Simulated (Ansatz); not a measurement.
# Ir (Fm-3m) in Ansatz: a series of runs, part 2 of 2

Ansatz 0.2.0. The steps go on from the part before.

### 3 Single point, PBEsol0

The input, input.yaml:

```yaml
crystal:
  lattice:
    - [0.0, 1.9156, 1.9156]
    - [1.9156, 0.0, 1.9156]
    - [1.9156, 1.9156, 0.0]
  atoms:
    - { symbol: Ir, position: [0.0, 0.0, 0.0] }
hamiltonian:
  xc: { exchange: pbesol, correlation: pbesol, exx: { coeff: 0.25 } }
  pseudopotentials: { kind: paw }
kpoints:
  mp_grid: { grid: [6, 6, 6] }
scf:
  occupations: { method: fermi_dirac, width: 0.05 }
output:
  forces: true
  stress: true
  eigenvalues: true
```

Potentials or basis: Ansatz PAW.

Launch:

```bash
> ansatz run input.yaml --threads 2 --pin off --max-ram 5632MiB --backend cpu --events-out ev --progress --plain --runs-dir out
```

Output:

```text
Warning: output.stress: scf.convergence.dr2_threshold = 1e-7 eV (the SCF's general default) is looser than the 1e-10 eV advised for a printed stress (1e-10 eV for each atom of the cell: 1). What an SCF threshold leaves in a stress goes as its square root, and in the free energy as the threshold itself, and one threshold admits the most on a small cell: of the crystals measured, under no hybrid functional and no lock of the moments, on runs that ended without the residual-converged pass, on stresses that held no estimate of that error, the worst erred by over 100 MPa in a component at 1e-7 eV an atom and by under 5 at 1e-10. Set scf.convergence.dr2_threshold to 1e-10 eV or tighter. The threshold is an SCF's pass mark: one that does not reach it within its budget of iterations ends unconverged, or closes short of it on a stop that the run arms, and scf.convergence.dr2_threshold's page says what that costs each kind of run
Warning: output.stress: scf.exx.energy_threshold = 1e-6 eV is looser than the 1e-8 eV advised for a stress under a hybrid functional (1e-8 eV for each atom of the cell: 1). Every SCF of the exchange loop can meet its threshold on dr2 while the loop round them stops early: no threshold on dr2 bounds what that leaves in the stress. Set scf.exx.energy_threshold to 1e-8 eV or tighter. The threshold is the loop's pass mark: a loop that does not reach it within its budget of cycles ends unconverged, and scf.exx.energy_threshold's page has the law
Warning: RAYON_NUM_THREADS=2 ignored (pool sized by the plan → 2); use --threads N
Engine: ansatz 0.2.0, aarch64-unknown-linux-gnu
Pseudopotentials: kind: paw
Pseudopotential: Ir, paw, valence charge 17, recommended cutoff 420 eV (normal), Ir.paw.azcp
Functional definition: unnamed
  parameter a_1 = 0.25
  exchange = (1 - a_1)*pbe_x(mu = 0.12345679012345678) + a_1*exact_x
  correlation = pbe_c(beta = 0.046)
Crystal: 1 atoms, lattice volume = 14.059 Å³
Basis set: ecut = 420 eV, 283 PW (Γ), exchange–correlation on 40×40×40 points (8 copies of the dense FFT grid, shifted against one another)
Bands: 13, of which v1, the nominal top of the filled ones, is band 9 counted from 1 (8 counted from 0)
Symmetry: 48 space group operations
Space group: Fm-3m (ITA 225), of the structure as read, at distance tolerance 2.4e-5 Å
k-points: 16 of 216
Non-local potential: Ir, projectors of the file, l = 0: 3, l = 1: 2, l = 2: 2, l = 3: 1
PAW form: soft (Blöchl's): semilocal exchange-correlation on the pseudo side does not see the compensation charge
PAW frozen core: Ir, regenerated for the run's functional, and the local potential with it (the file was generated under x = pbe(κ = 0.804, μ = 0.2195149727645171), c = pbe(β = 0.06672455060314922))
PAW one-centre angular grid: Ir, 590 points (default); XC on 64 Gauss nodes
Initial density: superposition of atomic densities (neutral atoms: chi_scale 0, normalization atom), corrected by the library's trained network
Initial wavefunctions: pseudopotential atomic-orbital guess
Functional: x = pbesol(κ = 0.804, μ = 0.12345679012345678), c = pbesol(β = 0.046), warm-up for x = 0.75 pbesol(κ = 0.804, μ = 0.12345679012345678) + 0.25 exact, c = pbesol(β = 0.046)
SCF iter   1: F=—  HF=-11798.981642 eV  |F-HF|=—  |Δ(HF+E_count)|=         —  Δρ=1.38e-2  dr2=1.69e-2  ethr=1.77e-3  ⟨swp⟩=6.3  Hψ=839  notcnv=0
preconditioner: auto → none  [insulator: Δε(μ)=0.303 eV  Ē_g=14.346 eV  σ=0.050 eV  W_gap=0.86  n_scr=0 (ndim 8)  ℏωp=29.7 eV  f_vac=0.000  D(μ)=1.09/eV (n_scr^D=14)]
iter 2 solved again at ethr=2.91e-6 eV; its pass at ethr=9.96e-5 eV (dr2=4.95e-4 eV) is discarded
SCF iter   2: F=—  HF=-11798.975859 eV  |F-HF|=—  |Δ(HF+E_count)|=   5.78e-3  Δρ=4.23e-3  dr2=4.97e-4  ethr=2.91e-6  ⟨swp⟩=2.1  Hψ=832  notcnv=0
SCF iter   3: F=—  HF=-11798.975861 eV  |F-HF|=—  |Δ(HF+E_count)|=   2.41e-6  Δρ=1.99e-3  dr2=9.81e-5  ethr=2.91e-6  ⟨swp⟩=2.0  Hψ=348  notcnv=0
SCF iter   4: F=—  HF=-11798.975879 eV  |F-HF|=—  |Δ(HF+E_count)|=   1.77e-5  Δρ=5.97e-4  dr2=8.90e-6  ethr=5.77e-7  ⟨swp⟩=2.0  Hψ=348  notcnv=0
SCF iter   5: F=—  HF=-11798.975880 eV  |F-HF|=—  |Δ(HF+E_count)|=   1.77e-6  Δρ=8.91e-5  dr2=1.99e-7  ethr=5.24e-8  ⟨swp⟩=2.0  Hψ=348  notcnv=0
SCF iter   6: F=—  HF=-11798.975880 eV  |F-HF|=—  |Δ(HF+E_count)|=   4.71e-8  Δρ=6.36e-6  dr2=1.13e-9  ethr=1.17e-9  ⟨swp⟩=2.1  Hψ=349  notcnv=0
SCF iter   7: F=-11798.975880 eV  HF=-11798.975880 eV  |F-HF|=0.00e0  |Δ(HF+E_count)|=  3.06e-10  Δρ=3.98e-7  dr2=1.51e-11  ethr=6.65e-12  ⟨swp⟩=3.0  Hψ=417  notcnv=0
SCF 1 converged in 7 iterations: F = -11798.975880 eV  dr2 = 1.51e-11
Initial density: handed on by an earlier stage of this run
Initial wavefunctions: those handed on with the density
Functional: x = 0.75 pbesol(κ = 0.804, μ = 0.12345679012345678) + 0.25 exact, c = pbesol(β = 0.046)
Frozen-core exchange: fock
iter 1 solved again at ethr=1.16e-5 eV; its pass at ethr=1.00e-1 eV (dr2=1.98e-3 eV) is discarded
SCF iter   1: F=—  HF=-11835.650971 eV  |F-HF|=—  |Δ(HF+E_count)|=         —  Δρ=6.68e-3  dr2=2.83e-3  ethr=1.16e-5  ⟨swp⟩=3.9  Hψ=917  notcnv=0
preconditioner: auto → none  [insulator: Δε(μ)=0.780 eV  Ē_g=16.653 eV  σ=0.050 eV  W_gap=0.84  n_scr=0 (ndim 8)  ℏωp=29.7 eV  f_vac=0.000  D(μ)=0.97/eV (n_scr^D=14)]
SCF iter   2: F=—  HF=-11835.650136 eV  |F-HF|=—  |Δ(HF+E_count)|=   8.35e-4  Δρ=2.66e-3  dr2=9.15e-4  ethr=1.16e-5  ⟨swp⟩=3.0  Hψ=383  notcnv=0
SCF iter   3: F=—  HF=-11835.650054 eV  |F-HF|=—  |Δ(HF+E_count)|=   8.19e-5  Δρ=6.83e-4  dr2=7.10e-4  ethr=1.14e-6  ⟨swp⟩=2.0  Hψ=345  notcnv=0
SCF iter   4: F=—  HF=-11835.652777 eV  |F-HF|=—  |Δ(HF+E_count)|=   2.72e-3  Δρ=1.50e-3  dr2=2.20e-4  ethr=8.30e-8  ⟨swp⟩=3.7  Hψ=520  notcnv=0
SCF iter   5: F=—  HF=-11835.652750 eV  |F-HF|=—  |Δ(HF+E_count)|=   2.67e-5  Δρ=3.07e-4  dr2=1.56e-4  ethr=8.30e-8  ⟨swp⟩=2.1  Hψ=347  notcnv=0
SCF iter   6: F=—  HF=-11835.653160 eV  |F-HF|=—  |Δ(HF+E_count)|=   4.10e-4  Δρ=6.05e-4  dr2=4.50e-5  ethr=1.44e-8  ⟨swp⟩=3.0  Hψ=528  notcnv=0
SCF iter   7: F=—  HF=-11835.653156 eV  |F-HF|=—  |Δ(HF+E_count)|=   4.73e-6  Δρ=6.55e-6  dr2=3.36e-5  ethr=1.44e-8  ⟨swp⟩=3.0  Hψ=394  notcnv=0
Mixer restart at iter 7: flushing history
SCF iter   8: F=—  HF=-11835.653253 eV  |F-HF|=—  |Δ(HF+E_count)|=   9.69e-5  Δρ=2.45e-4  dr2=7.37e-6  ethr=8.65e-12  ⟨swp⟩=4.8  Hψ=786  notcnv=0
SCF iter   9: F=-11835.653270 eV  HF=-11835.653270 eV  |F-HF|=2.07e-7  |Δ(HF+E_count)|=   1.75e-5  Δρ=1.22e-4  dr2=1.13e-6  ethr=8.65e-12  ⟨swp⟩=4.1  Hψ=637  notcnv=0
SCF 2 stopped early in 9 iterations: F = -11835.653270 eV  dr2 = 1.13e-6
hybrid outer 1: dexx = +4.987e-3 eV, tail = 1.23e-5 eV
Frozen-core exchange: fock
SCF iter   1: F=—  HF=-11835.653237 eV  |F-HF|=—  |Δ(HF+E_count)|=         —  Δρ=1.34e-4  dr2=5.45e-6  ethr=3.63e-7  ⟨swp⟩=3.1  Hψ=502  notcnv=0
preconditioner: auto → none  [insulator: Δε(μ)=0.706 eV  Ē_g=16.661 eV  σ=0.050 eV  W_gap=0.77  n_scr=0 (ndim 8)  ℏωp=29.7 eV  f_vac=0.000  D(μ)=0.88/eV (n_scr^D=14)]
SCF iter   2: F=—  HF=-11835.653322 eV  |F-HF|=—  |Δ(HF+E_count)|=   8.54e-5  Δρ=4.94e-5  dr2=1.51e-6  ethr=7.79e-9  ⟨swp⟩=3.0  Hψ=417  notcnv=0
SCF iter   3: F=—  HF=-11835.653325 eV  |F-HF|=—  |Δ(HF+E_count)|=   2.22e-6  Δρ=2.61e-5  dr2=1.23e-7  ethr=7.84e-10  ⟨swp⟩=3.0  Hψ=482  notcnv=0
SCF iter   4: F=-11835.653325 eV  HF=-11835.653325 eV  |F-HF|=4.05e-9  |Δ(HF+E_count)|=   1.47e-7  Δρ=1.08e-5  dr2=1.09e-8  ethr=1.89e-10  ⟨swp⟩=3.0  Hψ=405  notcnv=0
SCF 3 converged in 4 iterations: F = -11835.653325 eV  dr2 = 1.09e-8
  Residual-converged pass: ⟨swp⟩=2.8  Hψ=372  notcnv=0  max |occ|·‖R‖ = 2.3e-6 eV (tolerance 2.4e-6 eV)  dr2=1.09e-8  dr2_onsite=4.25e-10  max |Δocc| = 1.5e-13
hybrid outer 2: dexx = +7.105e-7 eV, tail = 3.28e-8 eV, Δε = 3.76e-3 eV (about 2.19e-4 eV left of the loop's levels)
hybrid SCF converged: 2 outer / 13 inner (+7 warm-up), last move |dexx| = 7.11e-7 eV, tail = 3.28e-8 eV
Stability not checked: this state was not tested for a lower state beside it, because the functional holds exact exchange (a hybrid, or Hartree-Fock), whose exchange loop this test does not read (fock_operator; see scf.lower_state_search)
Free energy (F): -11835.653325 eV
Frozen-core exchange: fock
Harris-Foulkes:  -11835.653325 eV  (|F-HF|=4.05e-9)
Internal energy: -11835.646107 eV  (E = F + TS)
E sigma→0 (E₀):  -11835.649716 eV
Entropy (-TS):   -0.007217 eV (-7.217 meV/atom)
Fermi energy:    24.879442 eV
--- Per-component energies (eV) ---
  E_band       = -127.394718
  E_kinetic    = 622.409793
  E_local      = -1055.182150  (includes V_loc(G=0)·N_el)
  E_nonlocal   = 76.795499
  E_hartree    = 403.496011
  E_xc         = -205.769914
  E_vxc        = -231.093081  (∫ρ·V_xc dr)
  E_exx        = -63.876635  (= α·E_x^exact, valence–valence)
  E_paw        = -9121.440132  (= ΣΔE_a)
  E_vpaw       = -219.565182  (= ΣTr[D̂ρ^β])
  E_aug_tail   = 0.000051  (compensation charges beyond the density's cutoff)
  E_ewald      = -2490.067375
  E_core_change = -2.011255  (= ΣΔE_core)
  E_smearing   = -0.007217  (= −TS)
  E_closure    = 0.000000  (closes the sum)
  Σ components = -11835.653325   (vs F -11835.653325, Δ=1.82e-12)
--- Forces (eV/Å), atoms counted from 1 ---
  atom   1  Ir    -0.00000000    -0.00000000    -0.00000000
  max |Σ_I F_I| component: 3.49e-32 eV/Å
--- Stress (GPa, compression-positive) ---
       -9.608926       0.000000      -0.000000
        0.000000      -9.608926       0.000000
        0.000000       0.000000      -9.608926
  P = ⅓ Tr σ = -9.6089 GPa (-96.089 kbar)
--- Band table (eV; the first three rows and the last of 16) ---
  k-point 0: bands = ["-72.2080", "-27.2092", "-27.2092", "-27.2092", "12.7703", "20.5144", "20.5144", "20.5144", "23.3905", "23.3905", "40.4744", "46.2565", "46.2565"]
  k-point 1: bands = ["-72.1866", "-27.4582", "-27.2421", "-27.2421", "14.0562", "20.0231", "20.9822", "20.9822", "23.3880", "23.3880", "42.2059", "42.9826", "48.3500"]
  k-point 2: bands = ["-72.1444", "-27.9446", "-27.3127", "-27.3127", "15.8528", "20.6791", "20.6791", "21.1941", "25.5232", "25.5232", "38.2320", "42.0812", "49.5021"]
  k-point 15: bands = ["-72.0958", "-27.9921", "-27.7152", "-27.5775", "17.1973", "17.9610", "21.6470", "23.7884", "27.7445", "33.5652", "35.4891", "37.5135", "40.3280"]
```

Run time: 5.5 s. Hardware: 2 threads of Arm Neoverse V1, shared host; peak memory 0.52 GiB.

Results:

| Quantity | Value |
| --- | --- |
| Free energy | -11835.6533 eV |
| Pressure | -9.6 GPa |
| Band gap on the k mesh | none (metal or under the smearing width) |

Levels at points of the mesh, in eV from the Fermi level:
| k point | band 5 | band 6 | band 7 | band 8 | band 9 | band 10 | band 11 | band 12 |
| --- | --- | --- | --- | --- | --- | --- | --- | --- |
| (0.00, 0.00, 0.00) | -12.11 | -4.37 | -4.37 | -4.37 | -1.49 | -1.49 | 15.60 | 21.38 |
| (0.00, 0.00, -0.50) | -8.96 | -4.58 | -4.58 | -0.58 | 2.11 | 2.11 | 9.49 | 15.25 |
| (0.00, -0.50, -0.50) | -8.91 | -8.20 | 1.65 | 2.73 | 2.79 | 2.79 | 12.93 | 13.51 |

Caveat: the k mesh is coarse (spacing up to 0.47 Å⁻¹), so the values aren't converged, least of all with exact exchange; the PAW data sets come from PBE, with cores solved anew for the run's functional, which leaves a small shift of forces and pressure; the thresholds are loose for stress. Spin-orbit coupling is left out, which matters for the levels of Ir.

### 4 Relaxation of cell and atoms, PBEsol0

input.yaml, as its differences from that of step 3:

```diff
@@ -17,2 +17,5 @@
   stress: true
-  eigenvalues: true
+relax:
+  f_tol: 0.01
+  max_steps: 40
+  cell: { stress_tol: 0.05 }
```

Potentials or basis: Ansatz PAW.

Launch:

```bash
> ansatz run input.yaml --threads 2 --pin off --max-ram 5632MiB --backend cpu --events-out ev --progress --plain --runs-dir out
```

Output:

```text
Warning: RAYON_NUM_THREADS=2 ignored (pool sized by the plan → 2); use --threads N
[... 7 set-up lines as earlier in the session ...]
Crystal: 1 atoms, lattice volume = 14.059 Å³
Basis set: ecut = 420 eV, 283 PW (Γ), exchange–correlation on 40×40×40 points (8 copies of the dense FFT grid, shifted against one another)
Bands: 13, of which v1, the nominal top of the filled ones, is band 9 counted from 1 (8 counted from 0)
[... 2 set-up lines as earlier in the session ...]
k-points: 16 of 216
[... 7 set-up lines as earlier in the session ...]
SCF iter   1: F=—  HF=-11798.981642 eV  |F-HF|=—  |Δ(HF+E_count)|=         —  Δρ=1.38e-2  dr2=1.69e-2  ethr=1.77e-3  ⟨swp⟩=6.3  Hψ=839  notcnv=0
preconditioner: auto → none  [insulator: Δε(μ)=0.303 eV  Ē_g=14.346 eV  σ=0.050 eV  W_gap=0.86  n_scr=0 (ndim 8)  ℏωp=29.7 eV  f_vac=0.000  D(μ)=1.09/eV (n_scr^D=14)]
iter 2 solved again at ethr=2.91e-6 eV; its pass at ethr=9.96e-5 eV (dr2=4.95e-4 eV) is discarded
SCF iter   2: F=—  HF=-11798.975859 eV  |F-HF|=—  |Δ(HF+E_count)|=   5.78e-3  Δρ=4.23e-3  dr2=4.97e-4  ethr=2.91e-6  ⟨swp⟩=2.1  Hψ=832  notcnv=0
SCF iter   3: F=—  HF=-11798.975861 eV  |F-HF|=—  |Δ(HF+E_count)|=   2.41e-6  Δρ=1.99e-3  dr2=9.81e-5  ethr=2.91e-6  ⟨swp⟩=2.0  Hψ=348  notcnv=0
SCF iter   4: F=—  HF=-11798.975879 eV  |F-HF|=—  |Δ(HF+E_count)|=   1.77e-5  Δρ=5.97e-4  dr2=8.90e-6  ethr=5.77e-7  ⟨swp⟩=2.0  Hψ=348  notcnv=0
SCF iter   5: F=—  HF=-11798.975880 eV  |F-HF|=—  |Δ(HF+E_count)|=   1.77e-6  Δρ=8.91e-5  dr2=1.99e-7  ethr=5.24e-8  ⟨swp⟩=2.0  Hψ=348  notcnv=0
SCF iter   6: F=—  HF=-11798.975880 eV  |F-HF|=—  |Δ(HF+E_count)|=   4.71e-8  Δρ=6.36e-6  dr2=1.13e-9  ethr=1.17e-9  ⟨swp⟩=2.1  Hψ=349  notcnv=0
SCF iter   7: F=—  HF=-11798.975880 eV  |F-HF|=—  |Δ(HF+E_count)|=  3.06e-10  Δρ=3.98e-7  dr2=1.51e-11  ethr=6.65e-12  ⟨swp⟩=3.0  Hψ=417  notcnv=0
SCF iter   8: F=-11798.975880 eV  HF=-11798.975880 eV  |F-HF|=5.46e-12  |Δ(HF+E_count)|=  3.64e-12  Δρ=3.75e-8  dr2=1.41e-13  ethr=1.00e-12  ⟨swp⟩=2.0  Hψ=348  notcnv=0
SCF 1 converged in 8 iterations: F = -11798.975880 eV  dr2 = 1.41e-13
[... 1 set-up line as earlier in the session ...]
[... 199 lines left out ...]
Stability not checked: this state was not tested for a lower state beside it, because the functional holds exact exchange (a hybrid, or Hartree-Fock), whose exchange loop this test does not read (fock_operator; see scf.lower_state_search)
Free energy (F): -11835.663491 eV
Frozen-core exchange: fock
Harris-Foulkes:  -11835.663491 eV  (|F-HF|=1.82e-12)
Internal energy: -11835.656305 eV  (E = F + TS)
E sigma→0 (E₀):  -11835.659898 eV
Entropy (-TS):   -0.007187 eV (-7.187 meV/atom)
Fermi energy:    25.644302 eV
--- Per-component energies (eV) ---
  E_band       = -116.031674
  E_kinetic    = 623.598458
  E_local      = -1027.842517  (includes V_loc(G=0)·N_el)
  E_nonlocal   = 76.887159
  E_hartree    = 395.297622
  E_xc         = -206.128800
  E_vxc        = -231.560916  (∫ρ·V_xc dr)
  E_exx        = -63.999890  (= α·E_x^exact, valence–valence)
  E_paw        = -9121.555243  (= ΣΔE_a)
  E_vpaw       = -219.709377  (= ΣTr[D̂ρ^β])
  E_aug_tail   = 0.000052  (compensation charges beyond the density's cutoff)
  E_ewald      = -2509.901891
  E_core_change = -2.011255  (= ΣΔE_core)
  E_smearing   = -0.007187  (= −TS)
  E_closure    = 0.000000  (closes the sum)
  Σ components = -11835.663491   (vs F -11835.663491, Δ=0.00e0)
--- Forces (eV/Å), atoms counted from 1 ---
  atom   1  Ir    -0.00000000    -0.00000000    -0.00000000
  max |Σ_I F_I| component: 9.20e-31 eV/Å
--- Stress (GPa, compression-positive) ---
       -0.000170      -0.000000      -0.000000
       -0.000000      -0.000170      -0.000000
       -0.000000      -0.000000      -0.000170
  P = ⅓ Tr σ = -0.0002 GPa (-0.002 kbar)
--- Band table (eV; the first three rows and the last of 16) ---
  k-point 0: bands = ["-71.4974", "-26.4706", "-26.4706", "-26.4706", "13.2812", "21.1446", "21.1446", "21.1446", "24.1350", "24.1350", "41.1852"]
  k-point 1: bands = ["-71.4737", "-26.7405", "-26.5060", "-26.5060", "14.5962", "20.6342", "21.6270", "21.6270", "24.1216", "24.1216", "42.9652"]
  k-point 2: bands = ["-71.4269", "-27.2663", "-26.5818", "-26.5818", "16.3878", "21.3156", "21.3156", "21.8600", "26.3070", "26.3070", "39.1650"]
  k-point 15: bands = ["-71.3728", "-27.3163", "-27.0166", "-26.8680", "17.7204", "18.5098", "22.3173", "24.5300", "28.6108", "34.5153", "36.4985"]
  guard bands above this table: 2 of the run's 13 bands. The solve was not asked for them (output.publish_guard_bands: true or output.eigenvalues: true publishes all)
--- Relaxed structure (5 steps of the walk, 4 accepted, 2 SCFs on fresh bases) ---
  F+E_penalty+E_count = -11835.66349115 eV   max|allowed force component| = 0.000e0 eV/Å   (the final SCF, on the basis selected at the relaxed cell)
  cell:  # Å, volume = 13.7280 Å³
    - [3.887211266823211e-34, 1.9004619586137623, 1.9004619586137623]
    - [1.9004619586137623, -4.4554646712730906e-34, 1.9004619586137623]
    - [1.9004619586137623, 1.9004619586137623, 2.060042989862084e-35]
  atoms:
    - { symbol: Ir, position: [0.0, 0.0, 0.0] }
```

Run time: 27 s. Hardware: 2 threads of Arm Neoverse V1, shared host; peak memory 0.54 GiB.

What came out:

| Item | Value |
| --- | --- |
| Free energy | -11835.6635 eV |
| Relaxed volume | 13.73 Å³/atom |
| Relaxed cell | a = 2.688 Å, b = 2.688 Å, c = 2.688 Å, α = 60.00°, β = 60.00°, γ = 60.00° |
| Space group after relaxing (to 0.05 Å) | Fm-3m (No. 225) |
| Energy gained by relaxing | 10.2 meV/atom |
| Ionic steps | 6 |
| Pressure after relaxing | 0.0 GPa |
| Band gap on the k mesh | none (metal or under the smearing width) |

The path:
```csv
step,energy change (eV),largest force (eV/Å),volume (Å³)
1,0.0000,0.0000,14.06
2,-0.0102,0.0000,13.76
3,-0.0103,0.0000,13.73
4,-0.0102,0.0000,13.73
5,-0.0102,0.0000,13.73
6,-0.0102,0.0000,13.73
```

Final structure:
```cif
data_structure
_symmetry_space_group_name_H-M 'P 1'
_symmetry_Int_Tables_number 1
_cell_length_a 2.6877
_cell_length_b 2.6877
_cell_length_c 2.6877
_cell_angle_alpha 60.000
_cell_angle_beta 60.000
_cell_angle_gamma 60.000
_cell_volume 13.73
loop_
_atom_site_label
_atom_site_type_symbol
_atom_site_fract_x
_atom_site_fract_y
_atom_site_fract_z
_atom_site_occupancy
Ir1 Ir 0.00000 0.00000 0.00000 1
```

Levels at points of the mesh, in eV from the Fermi level:
```
             k point  band 4  band 5  band 6  band 7  band 8  band 9  band 10  band 11
  (0.00, 0.00, 0.00)  -52.11  -12.36   -4.50   -4.50   -4.50   -1.51    -1.51    15.54
 (0.00, 0.00, -0.50)  -52.26   -9.21   -4.72   -4.72   -0.63    2.19     2.19     9.78
(0.00, -0.50, -0.50)  -52.51   -9.19   -8.47    1.73    2.75    2.89     2.89    13.31
```

Caveat: the k mesh is coarse (spacing up to 0.47 Å⁻¹), so the values aren't converged, least of all with exact exchange; the plane-wave basis is chosen anew once the cell has moved, so the energies of steps on either side of that aren't comparable; the PAW data sets come from PBE, with cores solved anew for the run's functional, which leaves a small shift of forces and pressure.

### 5 Summary

| task | level | cell | cutoff (eV) | gap on the mesh (eV) | pressure (GPa) |
| --- | --- | --- | --- | --- | --- |
| single point | r2SCANh | as given | 500 | none | 0.3 |
| single point | PBEsol0 | as given | 420 | none | -9.6 |
| relaxation of cell and atoms | PBEsol0 | relaxed | 420 | none | 0.0 |

Alike in all rows: potentials or basis Ansatz PAW; no spin polarisation; k mesh 6 × 6 × 6; smearing fermi-dirac 0.05 eV; the mesh is coarse, so values aren't converged.

Caveats: all runs use coarse meshes; the PAW data sets come from PBE, with cores solved anew for the run's functional, which leaves a small shift of forces and pressure; the thresholds are loose for stress (some runs); the plane-wave basis is chosen anew once the cell has moved, so the energies of steps on either side of that aren't comparable (some runs).

Absolute energies hang on the potentials; compare differences alone.
